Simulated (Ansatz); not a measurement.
## InAs in Ansatz: the effect of functional

The system is InAs.

```
In As
1.0
     0.00000    2.89636    2.89636
     2.89636    0.00000    2.89636
     2.89636    2.89636    0.00000
In As
1 1
Cartesian
  2.8964 2.8964 2.8964
  0.0000 0.0000 0.0000
```

Measurements of this composition are mostly on another form, of space group No. 216.

The cell isn't the ideal one: volume scaled by 1.02.

Alike in all runs:

- Program: Ansatz 0.2.0
- Task: single point
- Potentials or basis: Ansatz PAW
- k mesh: 8 × 8 × 8
- Occupations: fermi-dirac, width 0.05 eV
- Spin: no spin polarisation

| functional | cutoff | pressure (GPa) |
| --- | --- | --- |
| LDA | 420 eV (not typed: the program's choice for these potentials) | -6.0 |
| PBEsol | 420 eV (not typed: the program's choice for these potentials) | -4.3 |
| r2SCAN | 500 eV (not typed: the program's choice for these potentials) | ? |

Problem. What does the run with functional r2SCAN give?

Solution. Pressure -3.5 GPa.

Caveats: the PAW data sets come from PBE, with cores solved anew for the run's functional, which leaves a small shift of forces and pressure.
